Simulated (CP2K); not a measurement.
The system is CdS.

```
CELL_PARAMETERS angstrom
3.89368 0.00000 0.00000
1.94684 3.37202 0.00000
1.94684 1.12401 3.17917
ATOMIC_POSITIONS crystal
Cd 0.00000 0.00000 0.00000
S 0.50000 0.50000 0.50000
```

Measurements of this composition are mostly on another form, of space group No. 186.

Base run:

```yaml
Program: CP2K 2026.2
Functional: PBE
Potentials_or_basis: POTENTIAL_UZH Cd GTH-SCAN-q12, S GTH-SCAN-q6; DZVP-MOLOPT-SR-GTH basis
Density_cutoff: 6123 eV
k_mesh: 8 × 8 × 8
Occupations: fermi-dirac, width 0.05 eV
Spin: no spin polarisation
```

Its results: band gap on the k mesh 0.54 eV, indirect (least direct gap 1.73 eV); pressure 2.4 GPa.

Question: After a change of settings the same cell gave: band gap on the k mesh 0.20 eV, indirect (least direct gap 1.43 eV); pressure 0.0 GPa. Which change was it?
A. potentials or basis from POTENTIAL_UZH Cd GTH-SCAN-q12, S GTH-SCAN-q6; DZVP-MOLOPT-SR-GTH basis to GTH_POTENTIALS Cd GTH-PBE-q12, S GTH-BLYP-q6; DZVP-MOLOPT-SR-GTH basis; potentials from Cd GTH-SCAN-q12 of POTENTIAL_UZH, S GTH-SCAN-q6 of POTENTIAL_UZH to Cd GTH-PBE-q12 of GTH_POTENTIALS, S GTH-BLYP-q6 of GTH_POTENTIALS
B. potentials or basis from POTENTIAL_UZH Cd GTH-SCAN-q12, S GTH-SCAN-q6; DZVP-MOLOPT-SR-GTH basis to POTENTIAL_UZH Cd GTH-PBE0-q12, S GTH-PBE0-q6; DZVP-MOLOPT-SR-GTH basis; potentials from Cd GTH-SCAN-q12 of POTENTIAL_UZH, S GTH-SCAN-q6 of POTENTIAL_UZH to Cd GTH-PBE0-q12 of POTENTIAL_UZH, S GTH-PBE0-q6 of POTENTIAL_UZH
C. potentials or basis from POTENTIAL_UZH Cd GTH-SCAN-q12, S GTH-SCAN-q6; DZVP-MOLOPT-SR-GTH basis to GTH_POTENTIALS Cd GTH-PADE-q12, S GTH-PADE-q6; DZVP-MOLOPT-SR-GTH basis; potentials from Cd GTH-SCAN-q12 of POTENTIAL_UZH, S GTH-SCAN-q6 of POTENTIAL_UZH to Cd GTH-PADE-q12 of GTH_POTENTIALS, S GTH-PADE-q6 of GTH_POTENTIALS
D. potentials or basis from POTENTIAL_UZH Cd GTH-SCAN-q12, S GTH-SCAN-q6; DZVP-MOLOPT-SR-GTH basis to GTH_POTENTIALS Cd GTH-PBE-q12, S GTH-PBE-q6; DZVP-MOLOPT-SR-GTH basis; potentials from Cd GTH-SCAN-q12 of POTENTIAL_UZH, S GTH-SCAN-q6 of POTENTIAL_UZH to Cd GTH-PBE-q12 of GTH_POTENTIALS, S GTH-PBE-q6 of GTH_POTENTIALS

Answer: C.

Caveats: the potentials were made for another functional, which shifts forces and pressure; the basis of atomic orbitals isn't converged, which shifts pressures, moduli and gaps.
